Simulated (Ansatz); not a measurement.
# Fe3Co: tests of the settings

Aim, for Fe3Co: relax the cell with several choices of cutoff.

Computed with Ansatz 0.2.0 (DFT PBEsol, scalar-relativistic, plane waves, PAW, unless a step's input says otherwise).

2 further runs of the same task are left out: 1 that didn't finish, 1 set aside as unsound or not needed. Runs told in other sessions of the task aren't counted.

### Step 1. Starting point

Symmetry: P4/mmm, No. 123, tetragonal system. The conventional cell has a = 4.024 Å, b = 4.024 Å, c = 2.828 Å, α = 90.00°, β = 90.00°, γ = 90.00°. Fe (site symmetry 4/mmm) has 10 Fe at 2.46 to 2.83 Å in its first shell of neighbours. Around Fe (site symmetry mmm) lie 10 Fe at 2.46 to 2.85 Å and 4 Co at 2.46 Å. Co (site symmetry 4/mmm) is surrounded by 12 Fe at 2.46 to 2.85 Å and 2 Co at 2.83 Å.

Structure file:

```cif
data_structure
_symmetry_space_group_name_H-M 'P4/mmm'
_symmetry_Int_Tables_number 123
_cell_length_a 4.0236
_cell_length_b 4.0236
_cell_length_c 2.8277
_cell_angle_alpha 90.000
_cell_angle_beta 90.000
_cell_angle_gamma 90.000
_cell_volume 45.78
loop_
_atom_site_label
_atom_site_type_symbol
_atom_site_symmetry_multiplicity
_atom_site_Wyckoff_symbol
_atom_site_fract_x
_atom_site_fract_y
_atom_site_fract_z
_atom_site_occupancy
Fe1 Fe 1 c 0.50000 0.50000 0.00000 1
Fe2 Fe 2 e 0.50000 0.00000 0.50000 1
Co1 Co 1 a 0.00000 0.00000 0.00000 1
```

Source of the structure: the Materials Project (structure only). It is taken as it stands there.

### Step 2. The base run, which the others are set against

Input file input.yaml:

```yaml
crystal:
  lattice:
    - [4.023579445, 0.0, 0.0]
    - [0.0, 4.023579445, 0.0]
    - [0.0, 0.0, 2.82770517]
  atoms:
    - { symbol: Fe, position: [0.5, 0.5, 0.0], spin: 2.49 }
    - { symbol: Fe, position: [0.5, 0.0, 0.5], spin: 2.83 }
    - { symbol: Fe, position: [0.0, 0.5, 0.5], spin: 2.83 }
    - { symbol: Co, position: [0.0, 0.0, 0.0], spin: 1.99 }
basis:
  ecutwfc: 420
kpoints:
  mp_grid: { grid: [10, 10, 14] }
hamiltonian:
  xc: pbesol
scf:
  occupations: { method: gaussian, width: 0.1 }
output:
  forces: true
  stress: true
  eigenvalues: true
  populations: true
magnetization:
  spin_polarized: true
```

It was run beforehand and gave: -4609.8934 eV/atom at zero smearing, pressure -7.83 GPa, largest force 0.000 eV/Å, no gap on the mesh, site moments Fe +2.37, Fe +2.61 (×2), Co +1.81 μB, in 15 SCF cycles and 38 s.

### Step 3. Relaxation, cutoff: 200 eV

Input file input.yaml:

```yaml
crystal:
  lattice:
    - [4.023579445, 0.0, 0.0]
    - [0.0, 4.023579445, 0.0]
    - [0.0, 0.0, 2.82770517]
  atoms:
    - { symbol: Fe, position: [0.5, 0.5, 0.0], spin: 2.6 }
    - { symbol: Fe, position: [0.5, 0.0, 0.5], spin: 2.87 }
    - { symbol: Fe, position: [0.0, 0.5, 0.5], spin: 2.87 }
    - { symbol: Co, position: [0.0, 0.0, 0.0], spin: 1.99 }
basis:
  ecutwfc: 200
kpoints:
  mp_grid: { grid: [10, 10, 14] }
hamiltonian:
  xc: pbesol
scf:
  occupations: { method: gaussian, width: 0.1 }
output:
  forces: true
  stress: true
  eigenvalues: true
  populations: true
magnetization:
  spin_polarized: true
relax:
  adjacent_minimum: "off"
  f_tol: 0.01
  max_steps: 60
  cell: { stress_tol: 0.05 }
```

Command:

```console
ansatz run input.yaml --threads 1 --pin off --max-ram 2560MiB --backend cpu --events-out ev --progress --plain --runs-dir out
```

### Step 4. Relaxation, cutoff: 250 eV

Edit input.yaml of step 3 so:

```diff
@@ -11,3 +11,3 @@
 basis:
-  ecutwfc: 200
+  ecutwfc: 250
 kpoints:
```

### Step 5. Relaxation, cutoff: 350 eV

Edit input.yaml of step 4 so:

```diff
@@ -11,3 +11,3 @@
 basis:
-  ecutwfc: 250
+  ecutwfc: 350
 kpoints:
```

(Steps that only read results are left out.)

What results come out of these runs, taken together? Wanted: relaxed volume by cutoff.

As calculated:

| quantity | value |
| --- | --- |
| relaxed volume by cutoff (Å³/atom) | 250: 11.74; 350: 11.01; 420: 10.99 |

In words: The relaxed volumes span 6.9 %. From 350 eV on the volume holds to 0.5 %, at 1.5 of the time of the best run. In some runs cutoff or mesh lie under the advised values, so their numbers carry a basis error.
